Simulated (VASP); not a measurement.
The system is CdS (Greenockite).

```
CELL_PARAMETERS angstrom
4.15000 0.00000 0.00000
-2.07500 3.59401 0.00000
0.00000 0.00000 6.73700
ATOMIC_POSITIONS crystal
Cd 0.66667 0.33333 0.50000
Cd 0.33333 0.66667 0.00000
S 0.66667 0.33333 0.87500
S 0.33333 0.66667 0.37500
```

```yaml
Program: VASP 6.6.1
Task: relaxation of cell and atoms
Functional: PW91
Potentials_or_basis: VASP PAW PBE potentials, release 64 (Cd, S)
Cutoff: 600 eV
k_mesh: 7 × 7 × 4
Occupations: fermi-dirac, width 0.05 eV
Spin: no spin polarisation
```

At the start: pressure 2.3 GPa; volume 25.12 Å³/atom.

Problem. Where does the relaxation end?

Solution. Over 3 steps the energy falls by 7.2 meV/atom and the volume is 26.13 Å³/atom (+4.0 %); space group P6_3mc (No. 186, to 0.05 Å).

The path:
```
step  energy change (eV)  largest force (eV/Å)  pressure (GPa)  volume (Å³)
   1              0.0000                0.0697            2.32       100.48
   2             -0.0259                0.0010           -0.61       105.87
   3             -0.0289                0.0146           -0.01       104.53
```

Final structure:
```
Cd S
1.0
     4.19973    0.00000    0.00000
    -2.09987    3.63707    0.00000
     0.00000    0.00000    6.84328
Cd S
2 2
Cartesian
  2.0999 1.2124 3.4190
  0.0000 2.4247 6.8407
  2.0999 1.2124 5.9905
  0.0000 2.4247 2.5688
```

Caveat: the PAW data sets were made with another functional, which shifts forces and pressure a little.
